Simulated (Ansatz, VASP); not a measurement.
**Si in two plane-wave programs**

Wanted: the spread between two codes on one cell, functional and k mesh. The cell is taken from a series of runs on this material, whose earlier steps may have relaxed, scaled, displaced or heated it; both programs get it as it stands.

Main program and level: Ansatz 0.2.0; plane waves, with VASP 6.6.1 beside it; relaxation of cell and atoms at PBEsol.

### Step 1. The starting structure

Symmetry: P6_3/mmc, No. 194, hexagonal system. The conventional cell has a = 3.840 Å, b = 3.840 Å, c = 6.280 Å, α = 90.00°, β = 90.00°, γ = 120.00°. Nearest to Si lie 4 Si at 2.35 Å.

As a file:

```cif
data_structure
_symmetry_space_group_name_H-M 'P 1'
_symmetry_Int_Tables_number 1
_cell_length_a 3.8400
_cell_length_b 3.8400
_cell_length_c 6.2800
_cell_angle_alpha 90.000
_cell_angle_beta 90.000
_cell_angle_gamma 120.000
_cell_volume 80.20
loop_
_atom_site_label
_atom_site_type_symbol
_atom_site_fract_x
_atom_site_fract_y
_atom_site_fract_z
_atom_site_occupancy
Si1 Si 0.33333 0.66667 0.56250 1
Si2 Si 0.33333 0.66667 0.93750 1
Si3 Si 0.66667 0.33333 0.06250 1
Si4 Si 0.66667 0.33333 0.43750 1
```

### Step 2. VASP: relaxation of cell and atoms, PBEsol, pair 1

The relaxed volume is the usual yardstick between codes: in a stiff, nearly cubic crystal its relative difference is about their pressure difference at one cell divided by the bulk modulus.

Lines of VASP's logs that name or quote its potential files are left out, and so is its time.

Input file INCAR:

```
SYSTEM = Si
PREC = Accurate
ENCUT = 500
EDIFF = 1E-07
NELM = 120
ISMEAR = -1
SIGMA = 0.02
LREAL = .FALSE.
ALGO = Normal
GGA = PS
NBANDS = 14
LORBIT = 11
LWAVE = .FALSE.
LCHARG = .FALSE.
ISIF = 3
IBRION = 2
NSW = 80
EDIFFG = -0.005
LASPH = .TRUE.
GGA_COMPAT = .FALSE.
NELMIN = 4
EFERMI = MIDGAP
KPAR = 4
```

Input file POSCAR:

```
Si
1.0
    3.8400000000      0.0000000000      0.0000000000
   -1.9200000000      3.3255375500      0.0000000000
    0.0000000000      0.0000000000      6.2800000000
Si
4
Direct
    0.3333333300      0.6666666700      0.5625000000
    0.3333333300      0.6666666700      0.9375000000
    0.6666666700      0.3333333300      0.0625000000
    0.6666666700      0.3333333300      0.4375000000
```

Input file KPOINTS:

```
Automatic mesh
0
Gamma
9 9 5
0 0 0
```

PAW data sets: Si (PBE family, release 64).

Started as:

```bash
$ mpirun -np 4 vasp_std
```

Numbers of over 12 decimals in the logs are rounded to 6 here.

The log of the run:

```text
[banner, memory and clock lines left out]
running    4 mpi-ranks, on    1 nodes
 distrk:  each k-point on    1 cores,    4 groups
 distr:  one band on    1 cores,    1 groups

 POSCAR found type information on POSCAR Si
 POSCAR found :  1 types and       4 ions
|                                                                             |
|               ----> ADVICE to this user running VASP <----                  |
|                                                                             |
|     You enforced a specific xc type in the INCAR file but a different       |
|     [... a line on the potential file left out ...]
|     I HOPE YOU KNOW WHAT YOU ARE DOING!                                     |
|                                                                             |

 LDA part: xc-table for (Slater+PW92), standard interpolation
 POSCAR, INCAR and KPOINTS ok, starting setup
 FFT: planning ... GRIDC
 FFT: planning ... GRID_SOFT
 FFT: planning ... GRID
 WAVECAR not read
 entering main loop
       N       E                     dE             d eps       ncg     rms          rms(c)
DAV:   1     0.266702338154E+02    0.26670E+02   -0.58793E+03  1008   0.906E+02
DAV:   2    -0.214457888265E+02   -0.48116E+02   -0.43449E+02  1354   0.130E+02
DAV:   3    -0.233662597070E+02   -0.19205E+01   -0.19040E+01  1332   0.249E+01
DAV:   4    -0.233909613450E+02   -0.24702E-01   -0.24688E-01  1252   0.363E+00
DAV:   5    -0.233914199070E+02   -0.45856E-03   -0.45847E-03  1332   0.465E-01    0.702E+00
DAV:   6    -0.230825862155E+02    0.30883E+00   -0.12658E-01  1146   0.180E+00    0.421E+00
DAV:   7    -0.229415541535E+02    0.14103E+00   -0.24620E-01  1146   0.258E+00    0.244E-01
DAV:   8    -0.229427029106E+02   -0.11488E-02   -0.16182E-02  1284   0.737E-01    0.980E-02
DAV:   9    -0.229428529869E+02   -0.15008E-03   -0.49788E-04  1308   0.139E-01    0.774E-02
DAV:  10    -0.229429188402E+02   -0.65853E-04   -0.12900E-04  1206   0.627E-02    0.323E-02
DAV:  11    -0.229429184764E+02    0.36386E-06   -0.23847E-06  1322   0.988E-03    0.256E-03
DAV:  12    -0.229429189290E+02   -0.45259E-06   -0.55060E-07  1236   0.436E-03    0.180E-03
DAV:  13    -0.229429187724E+02    0.15652E-06   -0.11426E-07  1030   0.188E-03    0.574E-04
DAV:  14    -0.229429187770E+02   -0.45616E-08   -0.56921E-09   750   0.551E-04
   1 F= -.22942919E+02 E0= -.22942917E+02  d E =-.229429E+02
[...]
2 F= -.22944680E+02 E0= -.22944680E+02  d E =-.176140E-02
[...]
3 F= -.22945651E+02 E0= -.22945650E+02  d E =-.273246E-02
[...]
4 F= -.22946360E+02 E0= -.22946359E+02  d E =-.708888E-03
 trial-energy change:   -0.000709  1 .order   -0.000705   -0.001123   -0.000287
 step:   1.2303(harm=  1.2415)  dis= 0.00430  next Energy=   -22.946408 (dE=-0.756E-03)
 bond charge predicted
       N       E                     dE             d eps       ncg     rms          rms(c)
DAV:   1    -0.229464308324E+02   -0.70683E-04   -0.89431E-04  1158   0.173E-01    0.176E-02
DAV:   2    -0.229464141604E+02    0.16672E-04   -0.46506E-05  1302   0.397E-02    0.939E-03
DAV:   3    -0.229464085487E+02    0.56117E-05   -0.12463E-05  1266   0.202E-02    0.273E-03
DAV:   4    -0.229464084784E+02    0.70292E-07   -0.19046E-06  1254   0.808E-03    0.192E-03
DAV:   5    -0.229464084638E+02    0.14639E-07   -0.28120E-08   654   0.120E-03
   5 F= -.22946408E+02 E0= -.22946408E+02  d E =-.757230E-03
 curvature:  -0.71 expect dE=-0.296E-05 dE for cont linesearch -0.455E-07
 trial: gam=-0.00793 g(F)=  0.141E-06 g(S)=  0.406E-05 ort = 0.944E-05 (trialstep = 0.986E+00)
 search vector abs. value=  0.414E-05
 reached required accuracy - stopping structural energy minimisation
```

OUTCAR, selected parts (step 2):

```text
ion  position               nearest neighbor table
   1  0.333  0.667  0.562-   4 2.35   4 2.35   4 2.35   2 2.35
   2  0.333  0.667  0.938-   3 2.35   3 2.35   3 2.35   1 2.35
   3  0.667  0.333  0.062-   2 2.35   2 2.35   2 2.35   4 2.35
   4  0.667  0.333  0.438-   1 2.35   1 2.35   1 2.35   3 2.35

  LATTYP: Found a hexagonal cell.
 ALAT       =     3.8400000000
 C/A-ratio  =     1.6354166667

 Subroutine GETGRP returns: Found 24 space group operations
 (whereof 12 operations were pure point group operations)

The static configuration has the point symmetry D_3d.
 The point group associated with its full space group is D_6h.

 Found     36 irreducible k-points:

   k-points           NKPTS =     36   k-points in BZ     NKDIM =     36   number of bands    NBANDS=     14

   dimension x,y,z NGX =    28 NGY =   28 NGZ =   48
   dimension x,y,z NGXF=    56 NGYF=   56 NGZF=   96

   ENCUT  =  500.0 eV  36.75 Ry    6.06 a.u.   7.00  7.00 11.45*2*pi/ulx,y,z

   NELECT =      16.0000    total number of electrons

 k-points in reciprocal lattice and weights: Automatic mesh
   0.00000000  0.00000000  0.00000000       0.002
   0.11111111 -0.00000000  0.00000000       0.015
   0.22222222  0.00000000  0.00000000       0.015
   0.33333333  0.00000000  0.00000000       0.015
   0.44444444  0.00000000  0.00000000       0.015
   0.11111111  0.11111111  0.00000000       0.015
   0.22222222  0.11111111  0.00000000       0.030
   0.33333333  0.11111111  0.00000000       0.030
   0.44444444  0.11111111  0.00000000       0.015
[...]
0.33333333  0.22222222  0.40000000       0.059
   0.33333333  0.33333333  0.40000000       0.010

 average (electrostatic) potential at core
       1 -83.0665       2 -83.0665       3 -83.0665       4 -83.0665

 E-fermi :   6.1846

 k-point     1 :       0.0000    0.0000    0.0000
  band No.  band energies     occupation
    ...
      4       4.4970      2.00000
      5       4.4970      2.00000
      6       5.6719      2.00000
      7       6.0300      1.99912
      8       6.0300      1.99912
      9       6.9939      0.00000
     10       7.9753      0.00000
     11       7.9753      0.00000
     12       8.3193      0.00000
     13       9.5380      0.00000
    ...

 k-point     2 :       0.1111   -0.0000    0.0000
  band No.  band energies     occupation
    ...
      4       3.4014      2.00000
      5       4.2082      2.00000
      6       5.0218      2.00000
      7       5.4544      2.00000
      8       5.7707      2.00000
      9       7.4452      0.00000
     10       8.4051      0.00000
     11       8.4498      0.00000
     12       8.4568      0.00000
     13       9.7019      0.00000
    ...

 k-point     3 :       0.2222    0.0000    0.0000
  band No.  band energies     occupation
    ...
      4       1.8481      2.00000
      5       3.2912      2.00000
      6       3.6679      2.00000
      7       4.8157      2.00000
      8       5.2690      2.00000
      9       7.0788      0.00000
     10       8.8617      0.00000
     11       9.0723      0.00000
     12       9.1338      0.00000
     13       9.6201      0.00000
    ...

  Total       -0.0099712     -0.0099712     -0.0117325      0.0000000     -0.0000000      0.0000000
  in kB       -0.1990950     -0.1990950     -0.2342636      0.0000000     -0.0000000      0.0000000
  external PRESSURE =      -0.2108178 kB  Pullay stress =       0.0000000 kB

  energy-cutoff  :      500.00
  volume of cell :       80.24
      direct lattice vectors                 reciprocal lattice vectors
     3.826795173 -0.000000000 -0.000000000     0.261315266  0.150870439 -0.000000000
    -1.913397587  3.314101834 -0.000000000     0.000000000  0.301740879 -0.000000000
     0.000000000  0.000000000  6.326980166     0.000000000  0.000000000  0.158053285

 POSITION                                       TOTAL-FORCE (eV/Angst)
 -----------------------------------------------------------------------------------
     -0.00000      2.20940      3.56203         0.000000      0.000000      0.000856
     -0.00000      2.20940      5.92844         0.000000     -0.000000     -0.000856
      1.91340      1.10470      0.39854        -0.000000      0.000000      0.000856
      1.91340      1.10470      2.76495        -0.000000     -0.000000     -0.000856
 -----------------------------------------------------------------------------------
    total drift:                               -0.000001      0.000001     -0.000000

  FREE ENERGIE OF THE ION-ELECTRON SYSTEM (eV)
  ---------------------------------------------------
  free  energy   TOTEN  =       -22.9464084638 eV

  energy  without entropy=      -22.9464068487  energy(sigma->0) =      -22.94640766

 reached required accuracy - stopping structural energy minimisation

 total charge
# of ion       s       p       d       tot
------------------------------------------
    1        0.751   0.937   0.000   1.689
    2        0.751   0.937   0.000   1.689
    3        0.751   0.937   0.000   1.689
    4        0.751   0.937   0.000   1.689
--------------------------------------------------
tot          3.006   3.749   0.000   6.754

[... 3 further parts left out ...]
```

### Step 3. Ansatz: relaxation of cell and atoms, PBEsol, pair 1

Ansatz runs on its PAW soft_1 files.

The same cell, functional, mesh and smearing now go to Ansatz.

Input file input.yaml:

```yaml
crystal:
  lattice:
    - [3.84, 0.0, 0.0]
    - [-1.92, 3.32553755, 0.0]
    - [0.0, 0.0, 6.28]
  atoms:
    - { symbol: Si, position: [0.33333333, 0.66666667, 0.5625] }
    - { symbol: Si, position: [0.33333333, 0.66666667, 0.9375] }
    - { symbol: Si, position: [0.66666667, 0.33333333, 0.0625] }
    - { symbol: Si, position: [0.66666667, 0.33333333, 0.4375] }
kpoints:
  mp_grid: { grid: [9, 9, 5] }
scf:
  occupations: { method: fermi_dirac, width: 0.02 }
hamiltonian:
  xc: pbesol
  pseudopotentials: { kind: paw, azcp: { folder: soft_1 }, xc_functional: pbe }
basis:
  ecutwfc: 600
output:
  forces: true
  stress: true
relax:
  f_tol: 0.005
  max_steps: 70
  cell: { stress_tol: 0.02, p_target: 0 }
```

Started as:

```bash
$ ansatz run input.yaml --threads 4 --pin off --max-ram 10240MiB --backend cpu --events-out ev --progress --plain --runs-dir out
```

The log of the run:

```text
Engine: ansatz 0.2.0, aarch64-unknown-linux-gnu
Pseudopotentials: kind: paw
Pseudopotential: Si, paw, valence charge 4, recommended cutoff 420 eV (normal), soft_1/Si.paw.azcp
Functional definition: PBEsol
  exchange = pbesol_x
  correlation = pbesol_c
Crystal: 4 atoms, lattice volume = 80.196 Å³
Basis set: ecut = 600 eV, 2707 PW (Γ), exchange–correlation on 64×64×108 points (8 copies of the dense FFT grid, shifted against one another)
Bands: 12, of which v1, the nominal top of the filled ones, is band 8 counted from 1 (7 counted from 0)
Symmetry: 24 space group operations
Space group: P63/mmc (ITA 194), of the structure as read, at distance tolerance 4.3e-5 Å
k-points: 36 of 405
Non-local potential: Si, projectors of the file, l = 0: 2, l = 1: 2, l = 2: 1
PAW form: soft (Blöchl's): semilocal exchange-correlation on the pseudo side does not see the compensation charge
PAW frozen core: Si, regenerated for the run's functional, and the local potential with it (the file was generated under x = pbe(κ = 0.804, μ = 0.219515), c = pbe(β = 0.066725))
PAW one-centre angular grid: Si, 110 points (default); XC on 64 Gauss nodes
Initial density: superposition of atomic densities (chi_scale 0.1, normalization cell)
Initial wavefunctions: pseudopotential atomic-orbital guess
Functional: x = pbesol(κ = 0.804, μ = 0.123457), c = pbesol(β = 0.046)
SCF iter   1: F=—  HF=-2486.371553 eV  |F-HF|=—  |Δ(HF+E_count)|=         —  Δρ=4.57e-2  dr2=1.50e0  ethr=3.10e-3  ⟨swp⟩=7.8  Hψ=3527  notcnv=0
preconditioner: auto → none  [insulator: Δε(μ)=0.677 eV  Ē_g=7.984 eV  σ=0.020 eV  W_gap=1.00  n_scr=10 (ndim 8)  ℏωp=16.6 eV  f_vac=0.000  D(μ)=0.00/eV (n_scr^D=0)  ε∞_Penn≈5.3]
SCF iter   2: F=—  HF=-2485.992013 eV  |F-HF|=—  |Δ(HF+E_count)|=   3.80e-1  Δρ=1.95e-2  dr2=2.35e-1  ethr=3.10e-3  ⟨swp⟩=3.0  Hψ=1137  notcnv=0
SCF iter   3: F=—  HF=-2485.934682 eV  |F-HF|=—  |Δ(HF+E_count)|=   5.73e-2  Δρ=1.52e-3  dr2=1.21e-3  ethr=1.47e-3  ⟨swp⟩=2.8  Hψ=708  notcnv=0
SCF iter   4: F=—  HF=-2485.934738 eV  |F-HF|=—  |Δ(HF+E_count)|=   5.58e-5  Δρ=8.88e-5  dr2=3.23e-6  ethr=7.56e-6  ⟨swp⟩=2.5  Hψ=814  notcnv=0
SCF iter   5: F=—  HF=-2485.934739 eV  |F-HF|=—  |Δ(HF+E_count)|=   6.74e-7  Δρ=1.26e-5  dr2=9.60e-8  ethr=6.25e-10  ⟨swp⟩=5.6  Hψ=1775  notcnv=0
SCF iter   6: F=-2485.934739 eV  HF=-2485.934739 eV  |F-HF|=5.07e-9  |Δ(HF+E_count)|=   6.62e-8  Δρ=2.40e-6  dr2=7.87e-9  ethr=6.00e-10  ⟨swp⟩=3.0  Hψ=1746  notcnv=0
SCF 1 converged in 6 iterations: F = -2485.934739 eV  dr2 = 7.87e-9
  greatest PAW one-centre occupation: 0.625 electrons in one spin orbital (limit 2), on the Si atom at site 3 (counted from 0), in its partial waves of l = 0
relax step   1: F+E_penalty+E_count = -2485.93473899 eV  Δ(F+E_penalty+E_count) = +0.000e0 eV  max|allowed force component| = 3.969e-2 eV/Å  Δτ_max = 0.0000 Å  P = -0.062 GPa  Ω = 80.196 Å³  (6 SCF iters, dr2 threshold 1.00e-7 eV, accepted)
[...]
relax step   2: F+E_penalty+E_count = -2485.93713606 eV  Δ(F+E_penalty+E_count) = -2.397e-3 eV  max|allowed force component| = 8.369e-2 eV/Å  Δτ_max = 0.0082 Å  P = -0.055 GPa  Ω = 80.148 Å³  energy of the carried Pulay correction = +5.795e-7 eV  (4 SCF iters, dr2 threshold 4.00e-7 eV, accepted)
[...]
relax step   3: F+E_penalty+E_count = -2485.93820682 eV  Δ(F+E_penalty+E_count) = -1.071e-3 eV  max|allowed force component| = 2.536e-2 eV/Å  Δτ_max = 0.0042 Å  P = -0.020 GPa  Ω = 80.136 Å³  energy of the carried Pulay correction = +7.179e-7 eV  (4 SCF iters, dr2 threshold 4.00e-7 eV, accepted)
[...]
relax step   4: F+E_penalty+E_count = -2485.93825512 eV  Δ(F+E_penalty+E_count) = -4.830e-5 eV  max|allowed force component| = 5.279e-3 eV/Å  Δτ_max = 0.0007 Å  P = -0.002 GPa  Ω = 80.123 Å³  energy of the carried Pulay correction = +8.792e-7 eV  (3 SCF iters, dr2 threshold 4.02e-8 eV, accepted)
[...]
relax step   5: F+E_penalty+E_count = -2485.93825799 eV  Δ(F+E_penalty+E_count) = -2.863e-6 eV  max|allowed force component| = 5.545e-6 eV/Å  Δτ_max = 0.0001 Å  P = +0.000 GPa  Ω = 80.121 Å³  energy of the carried Pulay correction = +9.013e-7 eV  (3 SCF iters, dr2 threshold 2.73e-9 eV, accepted)
[...]
relax step   6: F+E_penalty+E_count = -2485.93825749 eV  Δ(F+E_penalty+E_count) = +4.965e-7 eV  max|allowed force component| = 6.783e-6 eV/Å  Δτ_max = 0.0000 Å  P = +0.000 GPa  Ω = 80.121 Å³  stress off target by 5.43e-4 GPa  SCF on the basis re-selected at this cell (its energy is not comparable with the rows above)  (4 SCF iters)
basis re-selected at this cell: Δ(F+E_penalty+E_count) = +4.965e-7 eV, ΔP = -0.000 GPa vs the last step (what re-selecting the basis moved, of the pressure what is left beyond the Pulay correction that the steps carried, after the strain that the cell walked since its last selection, with what the two solves' SCF thresholds leave and, on support functions, any second-order correction that the steps lacked; it is no m [...]
SCF converged after 4 iterations
Free energy (F): -2485.938257 eV
Harris-Foulkes:  -2485.938257 eV  (|F-HF|=4.55e-13)
Internal energy: -2485.938256 eV  (E = F + TS)
E sigma→0 (E₀):  -2485.938257 eV
Entropy (-TS):   -0.000001 eV (-0.000 meV/atom)
Fermi energy:    6.583289 eV
--- Per-component energies (eV) ---
  E_band       = 17.296855
  E_kinetic    = 162.044967
  E_local      = -98.741088  (includes V_loc(G=0)·N_el)
  E_nonlocal   = 91.645736
  E_hartree    = 29.858409
  E_xc         = -223.460003
  E_vxc        = -190.956819  (∫ρ·V_xc dr)
  E_paw        = -1991.032654  (= ΣΔE_a)
  E_vpaw       = -6.412798  (= ΣTr[D̂ρ^β])
  E_aug_tail   = 0.000032  (compensation charges beyond the density's cutoff)
  E_ewald      = -456.379898
  E_core_change = 0.126243  (= ΣΔE_core)
  E_smearing   = -0.000001  (= −TS)
  E_closure    = -0.000000  (closes the sum)
  Σ components = -2485.938257   (vs F -2485.938257, Δ=0.00e0)
--- Forces (eV/Å), atoms counted from 1 ---
  atom   1  Si     0.00000000    -0.00000000     0.00000678
  atom   2  Si    -0.00000000    -0.00000000    -0.00000678
  atom   3  Si     0.00000000     0.00000000     0.00000678
  atom   4  Si    -0.00000000     0.00000000    -0.00000678
  max |Σ_I F_I| component: 1.62e-17 eV/Å
--- Stress (GPa, compression-positive) ---
       -0.000231       0.000000       0.000000
        0.000000      -0.000231       0.000000
        0.000000       0.000000       0.000543
  P = ⅓ Tr σ = 0.0000 GPa (0.000 kbar)
--- Relaxed structure (5 steps of the walk, 5 accepted, 1 SCFs on fresh bases) ---
  F+E_penalty+E_count = -2485.93825749 eV   max|allowed force component| = 6.783e-6 eV/Å   (the final SCF, on the basis selected at the relaxed cell)
  cell:  # Å, volume = 80.1210 Å³
    - [3.824784, 0, -2.1793481546367046e-19]
    - [-1.912392, 3.312360, 1.0896740773183528e-19]
    - [-3.5641422948473314e-19, 0, 6.324147]
  atoms:
    - { symbol: Si, position: [0.333333, 0.666667, 0.563001] }
    - { symbol: Si, position: [0.333333, 0.666667, 0.936999] }
    - { symbol: Si, position: [0.666667, 0.333333, 0.063001] }
    - { symbol: Si, position: [0.666667, 0.333333, 0.436999] }
```

The column dr2 measures how far the density is from self-consistency, as an energy; F and HF (Harris–Foulkes) agree once it is small.

### Step 4. Differences

Known differences besides the potentials themselves: the cutoff is 600 eV in Ansatz and 500 eV in VASP; Ansatz makes its cores anew for this functional, VASP keeps those of its PBE data sets; Ansatz adds a Pulay correction to the stress that steers its cell, VASP none. Total energies have different zeros and are not compared.

Both answers:

```csv
quantity,Ansatz,VASP,difference
volume (Å³),80.12,80.24,-0.15 %
"edge a after relaxation, in the typed setting (Å)",3.825,3.827,-0.05 %
"edge c after relaxation, in the typed setting (Å)",6.324,6.327,-0.05 %
```

(Part 1 of 2 ends here.)

[Lines on the potential files, build, host, timing and source positions are cut from VASP's logs without a mark.]

[Logs are printed without paths, hosts, clocks, repeated set-up lines and the standing remarks that a program may print on its own settings, such as how far it seeks lower states.]

[Hosts, paths, dates, database ids (printed as entryN), source tags and the programs' standing remarks are cut or masked in the printed files.]
